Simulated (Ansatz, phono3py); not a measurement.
# Heat carried by phonons in AlAs (F-43m), part 2 of 3

Wanted: κ(T), lifetimes and mean free paths for AlAs.

What experiment has found for this phase:
- thermal conductivity 98 W/m/K near room temperature (given in “Combining the AFLOW GIBBS and Elastic Libraries to efficiently and robustly screen thermo-mechanical properties of solids”, 2017, arXiv:1611.05714)

Ansatz 0.2.0; DFT LDA, scalar-relativistic, plane waves, PAW; PAW set soft_1.

So far. Step 2 (Probe on a coarse mesh): The start is under -1.2 GPa at this level and looks like an insulator or semiconductor on this mesh. Step 4 (Tight relaxation): The residual pressure is 0.0023 GPa, small enough for phonons. The relaxed cell has a = 5.629 Å (conventional setting).

### 6. A cheap rung, third order supercell 2×2×2, atoms in the supercell 16

A small supercell and a short cutoff cost little, and show how far such settings carry.

File input.yaml:

```yaml
crystal:
  lattice:
    - [0.0, 2.8144366961, 2.8144366961]
    - [2.8144366961, 0.0, 2.8144366961]
    - [2.8144366961, 2.8144366961, 0.0]
  atoms:
    - { symbol: Al, position: [0.0, 0.0, 0.0] }
    - { symbol: As, position: [0.25, 0.25, 0.25] }
kpoints:
  mp_grid: { grid: [6, 6, 6] }
hamiltonian:
  xc: lda
  pseudopotentials: { kind: paw, azcp: { folder: soft_1 }, xc_functional: pbe }
scf:
  occupations: { method: fixed }
  lower_state_search: "off"
output:
  eigenvalues: true
phonons:
  method: fd
  dielectric: true
  supercell: [2, 2, 2]
  temperatures: { t_max: 1000, t_step: 50 }
  qpath:
    path:
      - [[0.0, 0.0, 0.0], [-0.5, -0.5, 0.0], [-0.375, -0.375, 0.25]]
      - [[-0.375, 0.0, 0.375], [0.0, 0.0, 0.0], [0.0, 0.0, 0.5], [-0.5, -0.25, 0.25], [-0.5, -0.5, 0.0]]
    npoints: 10
  third_order: { supercell: [2, 2, 2], pair_cutoff: 2.587 }
  lattice_thermal_conductivity:
    qmesh: [11, 11, 11]
    temperatures: [100.0, 150.0, 200.0, 300.0, 400.0, 500.0, 600.0, 800.0]
    isotope_mass_variance: [{ species: Al, variance: 0.0 }, { species: As, variance: 0.0 }]
```

Launch:

```sh
> ansatz run input.yaml --threads 8 --pin off --max-ram 19456MiB --backend cpu --events-out ev --progress --plain --runs-dir out
```

Numbers of over 12 decimals in the logs are rounded to 6 here.

Output:

```text
Warning: phonons: the dynamical matrix that this run interpolates holds no multipole term above the dipole-dipole one, and a site of this crystal is no centre of inversion, so its interpolated transverse optical and acoustic branches and sound speeds can stay off near Gamma, and the density of states and the thermodynamics with them. What a run solves at a wave vector of phonons.qpoints, Gamma apart, where the deck admits one, is free of this, and under fd what a larger phonons.supercell samples
Warning: phonons.dielectric: true without phonons.rigid_motions: the static dielectric tensor ε⁰ will be withheld (ε∞, Z* and the rows of modes are given); for a crystal or a slab, whose only rigid motions are the translations, set phonons.rigid_motions: translations
[...]
Crystal: 16 atoms, lattice volume = 356.693 Å³
Basis set: ecut = 420 eV, 6879 PW (Γ)
Bands: 88, of which v1, the nominal top of the filled ones, is band 72 counted from 1 (71 counted from 0)
Symmetry: 192 space group operations
k-points: 4 of 27 (time reversal used)
[...]
SCF iter   1: F=—  HF=-42299.861293 eV  |F-HF|=—  |Δ(HF+E_count)|=         —  Δρ=1.03e-7  dr2=1.77e-11  ethr=1.00e-12  ⟨swp⟩=3.0  Hψ=905  notcnv=0
[...]
SCF iter   2: F=-42299.861293 eV  HF=-42299.861293 eV  |F-HF|=7.28e-12  |Δ(HF+E_count)|=  1.46e-11  Δρ=5.47e-8  dr2=4.28e-12  ethr=1.00e-12  ⟨swp⟩=3.2  Hψ=945  notcnv=0
SCF 1 converged in 2 iterations: F = -42299.861293 eV  dr2 = 4.28e-12
[...]
Crystal: 2 atoms, lattice volume = 44.587 Å³
Basis set: ecut = 420 eV, 893 PW (Γ), exchange–correlation on 54×54×54 points (8 copies of the dense FFT grid, shifted against one another)
Bands: 13, of which v1, the nominal top of the filled ones, is band 9 counted from 1 (8 counted from 0)
Symmetry: 24 space group operations
k-points: 46 of 216 (irreducible under 4 space group operations, time reversal used)
[...]
SCF iter   3: F=-5287.482662 eV  HF=-5287.482662 eV  |F-HF|=2.82e-11  |Δ(HF+E_count)|=  5.18e-11  Δρ=2.87e-7  dr2=4.33e-11  ethr=1.00e-12  ⟨swp⟩=4.0  Hψ=2717  notcnv=0
SCF 2 converged in 3 iterations: F = -5287.482662 eV  dr2 = 4.33e-11
[...]
NSCF: frozen V_eff on 2 k-points
DFPT response loops at Γ: preconditioner auto → none (the input reference at scf.mixing.eps_inf says where Resta's filter doesn't serve); β = 0.50; Broyden in place of MSR1
── the response to a field inside a basis, on 8×8×8 k-points: an SCF that follows is theirs, and a resumed run solves both again ──
Bands: 10, of which v1, the nominal top of the filled ones, is band 9 counted from 1 (8 counted from 0)
k-points: 60
[...]
Eigensolver: Dense (60 Hₖ)
SCF iter   1: F=—  HF=-5287.494858 eV  |F-HF|=—  |Δ(HF+E_count)|=         —  Δρ=3.47e-4  dr2=8.75e-5  ethr=1.00e-1
[...]
SCF iter   4: F=-5287.494830 eV  HF=-5287.494830 eV  |F-HF|=2.18e-9  |Δ(HF+E_count)|=   1.08e-7  Δρ=6.82e-6  dr2=1.38e-8  ethr=4.75e-9
SCF 1 converged in 4 iterations: F = -5287.494830 eV  dr2 = 1.38e-8
[...]
Symmetry: 2 space group operations
k-points: 10 of 27 (time reversal used)
[...]
SCF iter   7: F=-42299.861260 eV  HF=-42299.861260 eV  |F-HF|=7.28e-12  |Δ(HF+E_count)|=  7.28e-12  Δρ=2.38e-8  dr2=2.41e-12  ethr=1.00e-12  ⟨swp⟩=4.8  Hψ=3549  notcnv=0
SCF 2 converged in 7 iterations: F = -42299.861260 eV  dr2 = 2.41e-12
[...]
SCF iter   7: F=-42299.861260 eV  HF=-42299.861260 eV  |F-HF|=7.28e-12  |Δ(HF+E_count)|=  7.28e-12  Δρ=2.19e-8  dr2=2.73e-12  ethr=1.00e-12  ⟨swp⟩=6.0  Hψ=3484  notcnv=0
SCF 3 converged in 7 iterations: F = -42299.861260 eV  dr2 = 2.73e-12
[...]
SCF iter   3: F=-42299.861293 eV  HF=-42299.861293 eV  |F-HF|=7.28e-12  |Δ(HF+E_count)|=  2.18e-11  Δρ=6.31e-8  dr2=8.76e-12  ethr=1.00e-12  ⟨swp⟩=2.0  Hψ=953  notcnv=0
SCF 4 converged in 3 iterations: F = -42299.861293 eV  dr2 = 8.76e-12
Symmetry: 48 space group operations
k-points: 6 of 27 (time reversal used)
[...]
SCF iter   3: F=-42299.861293 eV  HF=-42299.861293 eV  |F-HF|=1.46e-11  |Δ(HF+E_count)|=  1.46e-11  Δρ=8.03e-8  dr2=1.43e-11  ethr=1.00e-12  ⟨swp⟩=2.0  Hψ=1424  notcnv=0
SCF 5 converged in 3 iterations: F = -42299.861293 eV  dr2 = 1.43e-11
Symmetry: 6 space group operations
[...]
SCF iter   7: F=-42299.856495 eV  HF=-42299.856495 eV  |F-HF|=7.28e-11  |Δ(HF+E_count)|=   1.28e-9  Δρ=2.75e-7  dr2=3.28e-10  ethr=1.00e-12  ⟨swp⟩=3.7  Hψ=2043  notcnv=0
SCF 6 converged in 7 iterations: F = -42299.856495 eV  dr2 = 3.28e-10
[...]
SCF 7 converged in 8 iterations: F = -42299.846215 eV  dr2 = 1.82e-10
[...]
SCF iter   2: F=—  HF=-42299.856569 eV  |F-HF|=—  |Δ(HF+E_count)|=   3.65e-4  Δρ=3.70e-4  dr2=4.39e-4  ethr=1.06e-6  ⟨swp⟩=2.0  Hψ=606  notcnv=0  defer=60
[...]
SCF iter   7: F=-42299.856446 eV  HF=-42299.856446 eV  |F-HF|=1.16e-10  |Δ(HF+E_count)|=  4.73e-10  Δρ=2.64e-7  dr2=4.14e-10  ethr=1.00e-12  ⟨swp⟩=5.0  Hψ=1675  notcnv=0
SCF 33 converged in 7 iterations: F = -42299.856446 eV  dr2 = 4.14e-10
[...]
SCF iter   8: F=-42299.848381 eV  HF=-42299.848381 eV  |F-HF|=1.60e-10  |Δ(HF+E_count)|=  1.31e-10  Δρ=1.53e-7  dr2=1.12e-10  ethr=1.00e-12  ⟨swp⟩=4.2  Hψ=3081  notcnv=0
SCF 34 converged in 8 iterations: F = -42299.848381 eV  dr2 = 1.12e-10
[...]
SCF iter   7: F=-42299.855007 eV  HF=-42299.855007 eV  |F-HF|=3.20e-10  |Δ(HF+E_count)|=   1.62e-9  Δρ=4.04e-7  dr2=8.28e-10  ethr=1.00e-12  ⟨swp⟩=3.2  Hψ=3639  notcnv=0
SCF 35 converged in 7 iterations: F = -42299.855007 eV  dr2 = 8.28e-10
[...]
SCF iter   7: F=-42299.857411 eV  HF=-42299.857411 eV  |F-HF|=9.46e-11  |Δ(HF+E_count)|=  3.78e-10  Δρ=2.41e-7  dr2=3.25e-10  ethr=1.00e-12  ⟨swp⟩=5.0  Hψ=2742  notcnv=0
SCF 36 converged in 7 iterations: F = -42299.857411 eV  dr2 = 3.25e-10
[...]
SCF iter   8: F=-42299.846063 eV  HF=-42299.846063 eV  |F-HF|=4.37e-11  |Δ(HF+E_count)|=  7.28e-11  Δρ=1.10e-7  dr2=7.02e-11  ethr=1.00e-12  ⟨swp⟩=4.0  Hψ=2770  notcnv=0
SCF 37 converged in 8 iterations: F = -42299.846063 eV  dr2 = 7.02e-11
[...]
SCF iter   7: F=-42299.850567 eV  HF=-42299.850567 eV  |F-HF|=2.04e-10  |Δ(HF+E_count)|=   1.05e-9  Δρ=4.45e-7  dr2=9.60e-10  ethr=1.00e-12  ⟨swp⟩=3.1  Hψ=5465  notcnv=0
SCF 38 converged in 7 iterations: F = -42299.850567 eV  dr2 = 9.60e-10
[...]
SCF iter   8: F=-42299.853053 eV  HF=-42299.853053 eV  |F-HF|=1.38e-10  |Δ(HF+E_count)|=  2.91e-11  Δρ=1.43e-7  dr2=8.77e-11  ethr=1.00e-12  ⟨swp⟩=4.1  Hψ=4143  notcnv=0
SCF 39 converged in 8 iterations: F = -42299.853053 eV  dr2 = 8.77e-11
[...]
SCF iter   8: F=-42299.852445 eV  HF=-42299.852445 eV  |F-HF|=6.55e-11  |Δ(HF+E_count)|=  4.37e-11  Δρ=1.37e-7  dr2=7.77e-11  ethr=1.00e-12  ⟨swp⟩=4.1  Hψ=2890  notcnv=0
SCF 40 converged in 8 iterations: F = -42299.852445 eV  dr2 = 7.77e-11
[...]
SCF iter   7: F=-42299.851234 eV  HF=-42299.851234 eV  |F-HF|=2.69e-10  |Δ(HF+E_count)|=   2.93e-9  Δρ=4.33e-7  dr2=8.46e-10  ethr=1.00e-12  ⟨swp⟩=3.1  Hψ=3494  notcnv=0
SCF 41 converged in 7 iterations: F = -42299.851234 eV  dr2 = 8.46e-10
SCF converged after 2 iterations
Free energy (F): -42299.861293 eV
[...]
Internal energy: -42299.861293 eV  (E = F + TS)
E sigma→0 (E₀):  -42299.861293 eV
Fermi energy:    6.050835 eV
[...]
--- Band table (eV) ---
  k-point 0: bands = [... 68 lower, 5.2192, 6.0508, 6.0508, 6.0508, 7.3695, 7.3695, 7.3695, 8.0325, ... 12 higher]
  k-point 1: bands = [... 68 lower, 5.3817, 5.3817, 5.7851, 5.7851, 8.0460, 8.0460, 8.0460, 8.3616, ... 12 higher]
  k-point 2: bands = [... 68 lower, 5.1614, 5.1614, 5.2543, 5.2543, 7.9535, 8.9724, 9.1442, 9.1442, ... 12 higher]
  k-point 3: bands = [... 68 lower, 4.5938, 4.8038, 4.8038, 5.7100, 8.5624, 9.0818, 9.0818, 9.6593, ... 12 higher]
--- Phonons: 2 displaced members + reference (amplitude 0.0025 Å, Σ member SCF iterations 14) ---
  symmetry images taken by strict's conditions (phonons.symmetry_images: auto; settled by the asymmetry read); asymmetry of the core-correction force 2.7e-7 eV/Å at the most on a site, 4.2e-6 eV/Å summed over every site of the supercell
  ASR residual: 9.848e-5 → 0.000e0 eV/Å²; symmetrization residual: 7.161e-5 eV/Å²
  largest component of a force at the reference: 1.1e-16 eV/Å
  ASR residual per site (eV/Å²): 9.25e-5 9.85e-5
  Γ frequencies (cm⁻¹): 0.00 0.00 0.00 358.55 358.55 358.55
  Unit cell's response to a homogeneous field: 3 representative field directions (Σ response iterations 15)
  ε∞ (high-frequency dielectric tensor):
        9.438149    -0.000000    -0.000000
       -0.000000     9.438149     0.000000
       -0.000000     0.000000     9.438149
  ε⁰ (static dielectric tensor): not given — the deck does not say what the cell's rigid motions are, and on a molecule in a box or a wire the rigid rotations would enter the sum over the modes at Γ. For a crystal or a slab, whose only rigid motions are the translations, set phonons.rigid_motions: translations.
  Born effective charges Z* (e; rows j = field, columns β = displacement):
    site 0:
         2.14805   -0.00000   -0.00000
         0.00000    2.14805   -0.00000
         0.00000    0.00000    2.14805
    site 1:
        -2.14805    0.00000    0.00000
        -0.00000   -2.14805    0.00000
        -0.00000   -0.00000   -2.14805
  Z* charge neutrality: 9.035e-5 e pre-enforcement
  solved inside a basis spanned on the 6×6×6 k-mesh, on 8×8×8 k-points transformed towards the longest dipole: ε∞ is read to err by 2.6e-2, Z* by 1.6e-2 e; Z* is corrected for what the basis lacks
  optical modes at Γ without the LO–TO term, one row a degenerate level:
      ω (cm⁻¹)  modes    IR ((D/Å)²/amu)
        358.55      3            16.0985
  optical modes at Γ + LO–TO along q̂ = [1.0000, 0.0000, 0.0000]:
      ω (cm⁻¹)  modes    IR ((D/Å)²/amu)
        358.55      2            10.7324
        394.66      1             5.3662
  optical modes at Γ + LO–TO along q̂ = [0.0000, 1.0000, 0.0000]:
      ω (cm⁻¹)  modes    IR ((D/Å)²/amu)
        358.55      2            10.7324
        394.66      1             5.3662
  optical modes at Γ + LO–TO along q̂ = [0.0000, 0.0000, 1.0000]:
      ω (cm⁻¹)  modes    IR ((D/Å)²/amu)
        358.55      2            10.7324
        394.66      1             5.3662
  density of states and harmonic sums: on the 20×20×20 q-mesh, interpolated from the force constants of a 2×2×2 supercell (with the dipole–dipole term)
  largest difference from the sums on the solved wave vectors: F 6.05e-2 eV, S 9.28e-5 and C_V 3.22e-5 eV/K
  zero-point energy: 0.088454 eV/cell   skipped modes (ω ≤ 0): 3   left out of the sums: 6.25e-5 of the cell's modes: C_V's classical limit lies that fraction below 3 k_B per atom; for a crystal, a wire or a layer, F and S can be off by more, and a phonons.interpolated_qmesh denser along its periods is the remedy for the sampling
--- Third-order force constants: 36 member SCFs in a 2×2×2 supercell (pair cutoff 2.587 Å, amplitude 0.03 Å, SCF threshold 1.00e-9 eV, Σ member SCF iterations 260) ---
[...]
26 force-constant blocks with the first atom in the home cell, fitted with 10 parameters over 4 symmetry orbits; no atom triplet left out
  sum-rule residual: 3.743e-1 → 1.558e-14 eV/Å³; symmetrization residual: 1.495e-2 eV/Å³; largest sum-rule correction relative to its orbit: 3.618e-2, on the orbit of the block of home site 0 with site 1 of cell (-1, 0, 0) and site 0 of cell (0, 0, 0), whose norm before the correction was 2.676e1 eV/Å³
--- Lattice thermal conductivity: 11×11×11 mesh (56 irreducible points), tetrahedron method ---
  three-phonon and isotope scattering only; four-phonon, boundary and, in a metal, phonon-electron scattering are left out
  each conductivity is what the modes' populations carry and what the coherences between them add
  conductivity (a third of the tensor's trace), W/(m K), in the relaxation-time approximation and from the full solution:
       T (K)   relaxation time   full solution  iterations             ending  least Ritz value
      100.00          164.3124        171.6015           8          converged          5.637e-1
      150.00          105.1129        107.0159           8          converged          5.764e-1
      200.00           77.6129         78.4106           8          converged          5.820e-1
      300.00           51.1923         51.4756           8          converged          5.862e-1
      400.00           38.2652         38.4222           8          converged          5.877e-1
      500.00           30.5701         30.6768           8          converged          5.883e-1
      600.00           25.4594         25.5401           8          converged          5.887e-1
      800.00           19.0885         19.1430           8          converged          5.891e-1
```

Run time: 2.4 min. Hardware: 8 threads of Arm Neoverse V1, shared host; peak memory 1.5 GiB; 19 min of CPU time.

Numbers from this step:

```yaml
gamma_frequencies: 0, 0, 0, 358.6, 358.6, 358.6 cm⁻¹ (negative: imaginary)
lowest_frequency_on_the_path: 0 cm⁻¹
zero_point_energy: 0.08845 eV/cell
point_group: -43m
highest_frequency: 394.7 cm⁻¹
debye_temperature_from_the_second_moment: 497 K
kappa_at_300_k_relaxation_time: 51.19 W/m/K
kappa_at_300_k_full_solution: 51.48 W/m/K
dipole_term: run
mean_free_path_at_half_of_kappa: 131 nm
share_of_kappa_above_the_three_lowest_branches: 0.025
third_order_blocks: 26
periodic_aliases_dropped: 0
largest_relative_sum_rule_correction: 0.03618
displaced_cells_third_order: 36
```

W/m/K. Kappa, by row:

```csv
T (K),RTA xx,RTA yy,RTA zz,full xx,full yy,full zz,coherence part xx,coherence part yy,coherence part zz,ending,iterations,least Ritz value
100,164.3,164.3,164.3,171.6,171.6,171.6,0.007165,0.007165,0.007165,converged,8,0.564
150,105.1,105.1,105.1,107,107,107,0.01476,0.01476,0.01476,converged,8,0.576
200,77.61,77.61,77.61,78.41,78.41,78.41,0.01893,0.01893,0.01893,converged,8,0.582
300,51.19,51.19,51.19,51.48,51.48,51.48,0.02242,0.02242,0.02242,converged,8,0.586
400,38.27,38.27,38.27,38.42,38.42,38.42,0.02405,0.02405,0.02405,converged,8,0.588
500,30.57,30.57,30.57,30.68,30.68,30.68,0.02532,0.02532,0.02532,converged,8,0.588
600,25.46,25.46,25.46,25.54,25.54,25.54,0.02658,0.02658,0.02658,converged,8,0.589
800,19.09,19.09,19.09,19.14,19.14,19.14,0.02928,0.02928,0.02928,converged,8,0.589
```

This rung gives 51.2 W/(m K) at 300 K by relaxation time, but with 16 atoms, 1 neighbour distance inside the cutoff and a 11×11×11 mesh it is a test, not the conductivity of the crystal.

[end of part 2 of 3]

[Logs are printed without paths, hosts, clocks, repeated set-up lines and the standing remarks that a program may print on its own settings, such as how far it seeks lower states.]

[Hosts, paths, dates, database ids (printed as entryN), source tags and the programs' standing remarks are cut or masked in the printed files.]

[A step with changed settings may run another functional than the one named; its input shows which.]
